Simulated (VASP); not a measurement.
Input of a VASP 6.6.1 run:

File INCAR:

```
SYSTEM = Ge
PREC = Accurate ; ENCUT = 520
EDIFF = 1E-7 ; ISMEAR = 0
SIGMA = 1.0 ; LREAL = .False.
LASPH = .True. ; NELM = 60
ALGO = Normal ; ISIF = 2
LWAVE = .False. ; LCHARG = .False.
GGA = PE ; NBANDS = 21
```

KPOINTS

```
Automatic mesh
0
Gamma
  10 10 10
  0 0 0
```

The input POSCAR:

```
Ge                                      
1.0
   -0.0000000000      2.9182832525      2.9182832525
    2.9182832525      0.0000000000      2.9182832525
    2.9182832525      2.9182832525      0.0000000000
  Ge            
     2
Direct
     1.0000000000000000    0.0000000000000000    1.0000000000000000
     0.2500000000000000    0.2500000000000000    0.2500000000000000
```

Potentials or basis: VASP PAW PBE potentials, release 64 (Ge_d).

Launch:

```console
$ cat potpaw_PBE.64/Ge_d/POTCAR > POTCAR
$ mpirun -np 1 vasp_std > vasp.out
```

(1) Estimate the band gap on the k mesh.

(2) What does it give for the pressure?

## Answers

(1) none (metal or under the smearing width).

(2) -1.5 GPa.
